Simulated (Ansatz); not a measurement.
Clean, relaxed (101) surface of TaN, space group P-6m2 (No. 187) (top face towards +c; atoms held fixed, by place in the list: 1, 2, 3, 4):

```xyz
8
Lattice="2.9362 0.0000 0.0000 -1.4681 3.8454 0.0000 0.0000 0.0000 23.0404" Properties=species:S:1:pos:R:3 pbc="T T T"
Ta    0.0000    3.3239    8.5000
N     1.4681    1.6814    8.8179
Ta    0.0000    1.1600   10.4075
N     0.0000    3.3629   10.7254
Ta    1.4676    2.8531   12.3309
N    -0.0009    1.2044   12.6395
Ta    1.4690    0.6174   14.2020
N     1.4683    3.0213   14.4647
```

All numbers below come from DFT r2SCAN, scalar-relativistic, plane waves, PAW in Ansatz. Settings: cutoff 500 eV, Γ-centred mesh 10×8×1 on the computed 8-atom cell, Gaussian smearing of 0.10 eV; no spin polarisation. The cell repeats along c with a dipole correction in the vacuum.

H (atom) is put at the top (N) at (0.89, 0.79) site, one adsorbate per 11.3 Å², and relaxed. E_ads counts from the clean slab and the free adsorbate (spin-polarised where it has unpaired electrons); negative means bound. Heights count from the highest slab atom after relaxation. Bonded neighbours lie within 1.25 times the sum of covalent radii (1.35 for H) and, on that scale, within 12 % of the closest. With the adsorbate the cell is lengthened along c to keep the vacuum.

Problem. How strongly does it bind, and where does its anchoring atom end?

Solution. -1.96 eV; at (0.79, 0.65), 2 bonded neighbours (N and Ta).

Problem. How high does its anchoring atom sit over the highest slab atom, and what is the shortest contact with the surface?

Solution. 0.90 Å; H–N 1.05 Å.

Problem. The clean face has a work function of 3.55 eV. How does the adsorbate change it?

Solution. By -0.40 eV.

Each end is the local minimum or symmetric point that its start leads to. The slab is only 6.0 Å thick, so the energies aren't converged with thickness.

Spin polarisation was left out, and a magnetic state may lie lower.

The reference crystal is a form of TaN, which isn't its usual structure.